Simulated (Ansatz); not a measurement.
Runs of Ansatz 0.2.0 on AgBr. It takes space group Fm-3m (No. 225, cubic). Conventional cell: a = 5.740 Å, b = 5.740 Å, c = 5.740 Å, α = 90.00°, β = 90.00°, γ = 90.00°. Ag (site symmetry m-3m) is surrounded by 6 Br at 2.87 Å. Around Br (site symmetry m-3m) lie 6 Ag at 2.87 Å. 

```csv
level,gap on the mesh (eV),pressure (GPa),relaxed volume (Å³/atom)
revPBE+D3(BJ),0.79,0.0,23.30
BLYP+D3(BJ),0.72,0.0,23.79
BLYP+D4,0.72,0.0,(b)
revPBE+D4,0.80,0.0,23.52
RPBE+D4,0.84,0.0,(a)
```

Alike in all rows: task relaxation of cell and atoms; potentials or basis Ansatz PAW; no spin polarisation; cell relaxed; k mesh 8 × 8 × 8; cutoff (eV) 420; smearing fermi-dirac 0.05 eV.

Problem. Fill in the values left out.

Solution. (a) 23.49; (b) 24.25.

Caveats: the plane-wave basis is chosen anew once the cell has moved, so the energies of steps on either side of that aren't comparable; the PAW data sets come from PBE, with cores solved anew for the run's functional, which leaves a small shift of forces and pressure.

A k mesh can miss the band edges, and the runs leave out spin-orbit coupling on Ag, Br.

Runs at the PBE level aren't shown here.
